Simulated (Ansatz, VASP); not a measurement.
**One calculation of NaF, two programs**

```
CELL_PARAMETERS angstrom
0.00000 2.53126 2.53126
2.53126 0.00000 2.53126
2.53126 2.53126 0.00000
ATOMIC_POSITIONS crystal
Na 0.00000 0.00000 0.00000
F 0.25000 0.25000 0.25000
```

Alike in both runs: task single point; functional LDA; k mesh 8 × 8 × 8; no spin polarisation.

|  | VASP | Ansatz |
| --- | --- | --- |
| version | VASP 6.6.1 | Ansatz 0.2.0 |
| potentials or method | VASP PAW LDA potentials, release 64 (Na_pv, F) | plane waves, PAW |
| plane-wave cutoff (eV) | 520 | 420 |
| occupations | gaussian, width 0.01 eV | fixed |
| valence electrons in the cell | 14 | 16 |

VASP gave:

| Quantity | Value |
| --- | --- |
| gap on the k mesh at the Fermi level (eV) | 5.32 |

Task: What did Ansatz give for the same quantities?

Result: gap on the k mesh at the Fermi level (eV): 5.33.

The two sets of potentials don't hold the same shells in valence.

A k mesh can miss the band edges.
